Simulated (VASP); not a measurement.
# Pd (Fm-3m) in VASP: elastic constants with r2SCAN

Aim: the elastic constants of Pd with r2SCAN.

All numbers are computed with VASP 6.6.1; they aren't measurements. Logs are shortened: lines on timing, memory, paths and dates and some standing lists are left out, and cuts for length are marked.

## Step 1: The crystal as given

Symmetry: Fm-3m, No. 225, cubic system. Conventional cell: a = 3.917 Å, b = 3.917 Å, c = 3.917 Å, α = 90.00°, β = 90.00°, γ = 90.00°. Pd (site symmetry m-3m) has 12 Pd at 2.77 Å as nearest neighbours.

## Step 2: Elastic constants, r2SCAN

The input, POSCAR:

```
Pd
1.0
    0.0000000000      1.9586507900      1.9586507900
    1.9586507900      0.0000000000      1.9586507900
    1.9586507900      1.9586507900      0.0000000000
Pd
1
Direct
    0.0000000000      0.0000000000      0.0000000000
```

The input, INCAR.step1:

```
SYSTEM = Pd
ALGO     = Normal         ! electronic algorithm
EDIFF    = 1E-8           ! SCF threshold, eV
EDIFFG   = -0.002         ! ionic threshold
ENCUT    = 700            ! plane-wave cutoff, eV
IBRION   = 2              ! ionic algorithm
ISIF     = 3              ! what is computed and relaxed
ISMEAR   = 0              ! smearing method
LASPH    = .TRUE.         ! aspherical terms in the spheres
LCHARG   = .FALSE.        ! write CHGCAR
LMIXTAU  = .TRUE.       
LREAL    = .FALSE.        ! projectors in reciprocal space
LWAVE    = .FALSE.        ! write WAVECAR
METAGGA  = R2SCAN         ! meta-GGA
NELM     = 80             ! most SCF steps
NSW      = 40             ! ionic steps
PREC     = Accurate       ! precision mode
SIGMA    = 0.1            ! smearing width, eV
```

The input, INCAR.step2:

```
SYSTEM = Pd
ALGO     = Normal         ! electronic algorithm
EDIFF    = 1E-8           ! SCF threshold, eV
ENCUT    = 700            ! plane-wave cutoff, eV
IBRION   = 6              ! ionic algorithm
ISIF     = 3              ! what is computed and relaxed
ISMEAR   = 0              ! smearing method
LASPH    = .TRUE.         ! aspherical terms in the spheres
LCHARG   = .FALSE.        ! write CHGCAR
LMIXTAU  = .TRUE.       
LREAL    = .FALSE.        ! projectors in reciprocal space
LWAVE    = .FALSE.        ! write WAVECAR
METAGGA  = R2SCAN         ! meta-GGA
NELM     = 80             ! most SCF steps
NFREE    = 2            
NSW      = 1              ! ionic steps
POTIM    = 0.015          ! step
PREC     = Accurate       ! precision mode
SIGMA    = 0.1            ! smearing width, eV
```

The input, KPOINTS:

```
k-points
0
G
  22 22 22
  0 0 0
```

Potentials or basis: VASP PAW PBE potentials, release 64 (Pd).

The run is started by

```
$ cat potpaw_PBE.64/Pd/POTCAR > POTCAR
$ cp INCAR.step1 INCAR
$ mpirun -np 1 vasp_std > vasp.out
$ cp CONTCAR POSCAR
$ cp INCAR.step2 INCAR
$ mpirun -np 1 vasp_std > vasp.out
```

OUTCAR:

```text
SYSTEM = Pd
   EDIFF = 1E-8
   ENCUT = 700
   IBRION = 6
   ISIF = 3
   ISMEAR = 0
   LASPH = .TRUE.
   LREAL = .FALSE.
   METAGGA = R2SCAN
   NELM = 80
   NFREE = 2
   NSW = 1
   POTIM = 0.015
   PREC = Accurate

 ion  position               nearest neighbor table
   1  0.000  0.000  0.000-

  LATTYP: Found a face centered cubic cell.
 ALAT       =     3.9140839487

  Lattice vectors:

 A1 = (   0.0000000000,   1.9570419743,   1.9570419743)
 A2 = (   1.9570419743,   0.0000000000,   1.9570419743)
 A3 = (   1.9570419743,   1.9570419743,   0.0000000000)

Analysis of symmetry for initial positions (statically):
=====================================================================
 Subroutine PRICEL returns:
 Original cell was already a primitive cell.

 Routine SETGRP: Setting up the symmetry group for a
 face centered cubic supercell.

 Subroutine GETGRP returns: Found 48 space group operations
 (whereof 48 operations were pure point group operations)
 out of a pool of 48 trial point group operations.

The static configuration has the point symmetry O_h .

Analysis of symmetry for dynamics (positions and initial velocities):
=====================================================================
 Subroutine PRICEL returns:
 Original cell was already a primitive cell.

 Routine SETGRP: Setting up the symmetry group for a
 face centered cubic supercell.

 Subroutine GETGRP returns: Found 48 space group operations
 (whereof 48 operations were pure point group operations)
 out of a pool of 48 trial point group operations.

The dynamic configuration has the point symmetry O_h .

 Subroutine INISYM returns: Found 48 space group operations
 (whereof 48 operations are pure point group operations),
 and found     1 'primitive' translations

----------------------------------------------------------------------------------------

                                     Primitive cell

  volume of cell :      14.9910

  direct lattice vectors                    reciprocal lattice vectors
     0.000000000  1.957041974  1.957041974    -0.255487622  0.255487622  0.255487622
     1.957041974  0.000000000  1.957041974     0.255487622 -0.255487622  0.255487622
     1.957041974  1.957041974  0.000000000     0.255487622  0.255487622 -0.255487622

  length of vectors
     2.767675302  2.767675302  2.767675302     0.442517542  0.442517542  0.442517542

  position of ions in fractional coordinates (direct lattice)
     0.000000000  0.000000000  0.000000000

  ion indices of the primitive-cell ions
   primitive index   ion index
                 1           1

----------------------------------------------------------------------------------------

 KPOINTS: k-points

Automatic generation of k-mesh.
 Grid dimensions read from file:
 generate k-points for:   22   22   22

 Generating k-lattice:

  Cartesian coordinates                     Fractional coordinates (reciprocal lattice)
    -0.011613074  0.011613074  0.011613074     0.045454545  0.000000000  0.000000000
     0.011613074 -0.011613074  0.011613074     0.000000000  0.045454545  0.000000000
     0.011613074  0.011613074 -0.011613074     0.000000000  0.000000000  0.045454545

  Length of vectors
     0.020114434  0.020114434  0.020114434

  Shift w.r.t. Gamma in fractional coordinates (k-lattice)
[... 99 lines left out ...]
  ext. energy  EPLUGINS =         0.00000000
  ---------------------------------------------------
  free energy    TOTEN  =       -22.94976841 eV

  energy without entropy =      -22.93826172  energy(sigma->0) =      -22.94401506

------------------------ aborting loop because EDIFF is reached ----------------------------------------

  FORCE on cell =-STRESS in cart. coord.  units (eV):
  Direction    XX          YY          ZZ          XY          YZ          ZX
  --------------------------------------------------------------------------------------
  -------------------------------------------------------------------------------------
  Total        0.0000186      0.0000186      0.0000186     -0.0000000      0.0000000      0.0000000
  in kB        0.0019881      0.0019881      0.0019881     -0.0000000      0.0000000      0.0000000
  external PRESSURE =       0.0019881 kB  Pullay stress =       0.0000000 kB
[... 86 lines left out ...]
  FREE ENERGIE OF THE ION-ELECTRON SYSTEM (eV)
  ---------------------------------------------------
  free  energy   TOTEN  =       -22.9474723523 eV

  energy  without entropy=      -22.9361095540  energy(sigma->0) =      -22.94179095

[... ionic steps 4 to 12 ...]

--------------------------------------- Ionic step       13  -------------------------------------------

 number of electron       9.9999999 magnetization

------------------------ aborting loop because EDIFF is reached ----------------------------------------
[... 65 lines left out ...]
--------------------------------------- Ionic step       15  -------------------------------------------

 number of electron      10.0000000 magnetization

 Free energy of the ion-electron system (eV)
  ---------------------------------------------------
  ext. energy  EPLUGINS =         0.00000000
  ---------------------------------------------------
  free energy    TOTEN  =       -22.94976885 eV

  energy without entropy =      -22.93826212  energy(sigma->0) =      -22.94401549

 E-fermi :   9.3576     XC(G=0): -14.0073

 val. band max:        9.3565916928   @ k =   0.4545   0.1818   0.0000
 cond. band min:       9.3632591829   @ k =   0.5000   0.1818   0.0000
 fundamental gap:      0.0066674901
 Fermi energy:         9.3575808324

 k-point     1 :       0.0000    0.0000    0.0000
  band No.  band energies     occupation
      1       2.2819      2.00000
      2       6.5049      2.00000
      3       6.5049      2.00000
      4       6.5049      2.00000
      5       8.0736      2.00000
      6       8.0736      2.00000
      7      27.3537      0.00000
      8      31.8851      0.00000
      9      32.2433      0.00000
[... 265 lines left out ...]
 k-point    24 :      -0.4545    0.0455    0.0000
  band No.  band energies     occupation
      1       4.1068      2.00000
      2       6.4061      2.00000
      3       6.4805      2.00000
      4       8.9551      2.00000
      5       9.2454      1.88728
      6      10.9183      0.00000
      7      17.1468      0.00000
      8      26.8171      0.00000
      9      30.8310      0.00000

 [... further k-points ...]

------------------------ aborting loop because EDIFF is reached ----------------------------------------

  FORCE on cell =-STRESS in cart. coord.  units (eV):
  Direction    XX          YY          ZZ          XY          YZ          ZX
  --------------------------------------------------------------------------------------
  -------------------------------------------------------------------------------------
  Total       -0.0001027     -0.0001027     -0.0001027     -0.0000000      0.0000000      0.0000000
  in kB       -0.0109813     -0.0109813     -0.0109813     -0.0000000      0.0000000      0.0000000
  external PRESSURE =      -0.0109813 kB  Pullay stress =       0.0000000 kB
[... 16 lines left out ...]
  FREE ENERGIE OF THE ION-ELECTRON SYSTEM (eV)
  ---------------------------------------------------
  free  energy   TOTEN  =       -22.9497688513 eV

  energy  without entropy=      -22.9382621219  energy(sigma->0) =      -22.94401549

 INTERNAL STRAIN TENSORS FROM STRAINED CELLS
 ============================================

 INTERNAL STRAIN TENSOR FOR ION    1 for displacements in x,y,z  (eV/Angst):
          X           Y           Z          XY          YZ          ZX
  --------------------------------------------------------------------------------
  x    -0.00000     0.00000    -0.00000     0.00000     0.00000     0.00000
  y     0.00000     0.00000    -0.00000    -0.00000     0.00000     0.00000
  z     0.00000    -0.00000     0.00000     0.00000    -0.00000     0.00000

 INTERNAL STRAIN TENSORS FROM DISPLACED ATOMS
 ============================================

 INTERNAL STRAIN TENSOR FOR ION    1 for displacements in x,y,z  (eV/Angst):
          X           Y           Z          XY          YZ          ZX
  --------------------------------------------------------------------------------
  x     0.00000     0.00000     0.00000     0.00000     0.00000     0.00000
  y     0.00000     0.00000     0.00000     0.00000     0.00000     0.00000
  z     0.00000     0.00000     0.00000     0.00000     0.00000     0.00000

 Eigenvectors and eigenvalues of the dynamical matrix
 ----------------------------------------------------

   1 f  =    0.000000 THz     0.000000 2PiTHz    0.000000 cm-1     0.000000 meV
             X         Y         Z           dx          dy          dz
      0.000000  0.000000  0.000000     1.000000    0.000000    0.000000

   2 f  =    0.000000 THz     0.000000 2PiTHz    0.000000 cm-1     0.000000 meV
             X         Y         Z           dx          dy          dz
      0.000000  0.000000  0.000000     0.000000    1.000000    0.000000

   3 f  =    0.000000 THz     0.000000 2PiTHz    0.000000 cm-1     0.000000 meV
             X         Y         Z           dx          dy          dz
      0.000000  0.000000  0.000000     0.000000    0.000000    1.000000

--------------------------------------------------------------------------------------------------------

 ELASTIC MODULI CONTR FROM IONIC RELAXATION (kBar)
 Direction    XX          YY          ZZ          XY          YZ          ZX
 --------------------------------------------------------------------------------
 XX           0.0000      0.0000      0.0000      0.0000      0.0000      0.0000
 YY           0.0000      0.0000      0.0000      0.0000      0.0000      0.0000
 ZZ           0.0000      0.0000      0.0000      0.0000      0.0000      0.0000
 XY           0.0000      0.0000      0.0000      0.0000      0.0000      0.0000
 YZ           0.0000      0.0000      0.0000      0.0000      0.0000      0.0000
 ZX           0.0000      0.0000      0.0000      0.0000      0.0000      0.0000
 --------------------------------------------------------------------------------

 TOTAL ELASTIC MODULI (kBar)
 Direction    XX          YY          ZZ          XY          YZ          ZX
 --------------------------------------------------------------------------------
 XX        2138.9996   1705.6443   1705.6443     -0.0000      0.0000     -0.0000
 YY        1705.6443   2138.9996   1705.6443     -0.0000     -0.0000      0.0000
 ZZ        1705.6443   1705.6443   2138.9996      0.0000     -0.0000     -0.0000
 XY          -0.0000     -0.0000      0.0000    619.6817      0.0000      0.0000
 YZ           0.0000     -0.0000     -0.0000      0.0000    619.6817      0.0000
 ZX          -0.0000      0.0000     -0.0000      0.0000      0.0000    619.6817
 --------------------------------------------------------------------------------
```

Wall time 3.2 h (1 thread of AMD EPYC 9R45 (Zen 5), shared host); peak memory 1.1 GiB.

What came out:

```yaml
Relaxed_volume: 14.99 Å³/atom
Relaxed_cell: a = 2.768 Å, b = 2.768 Å, c = 2.768 Å, α = 60.00°, β = 60.00°, γ = 60.00°
Space_group_after_relaxing_to_0.05_Å: Fm-3m (No. 225)
Elastic_constants_C11_C12_C44: 214, 171, 62 GPa
Voigt_bulk_modulus: 185 GPa
```

Final structure:
```yaml
crystal:
  lattice:
    - [0.00000, 1.95704, 1.95704]
    - [1.95704, 0.00000, 1.95704]
    - [1.95704, 1.95704, 0.00000]
  atoms:
    - { symbol: Pd, position: [0.00000, 0.00000, 0.00000] }
```

Elastic tensor in Voigt notation (GPa, in the Cartesian axes of the cell as first typed):
```
214 171 171   0   0   0
171 214 171   0   0   0
171 171 214   0   0   0
  0   0   0  62   0   0
  0   0   0   0  62   0
  0   0   0   0   0  62
```

Clamped-ion elastic tensor (GPa):
```
214 171 171   0   0   0
171 214 171   0   0   0
171 171 214   0   0   0
  0   0   0  62   0   0
  0   0   0   0  62   0
  0   0   0   0   0  62
```

Caveat: the PAW data sets were made with another functional, which shifts forces and pressure a little.
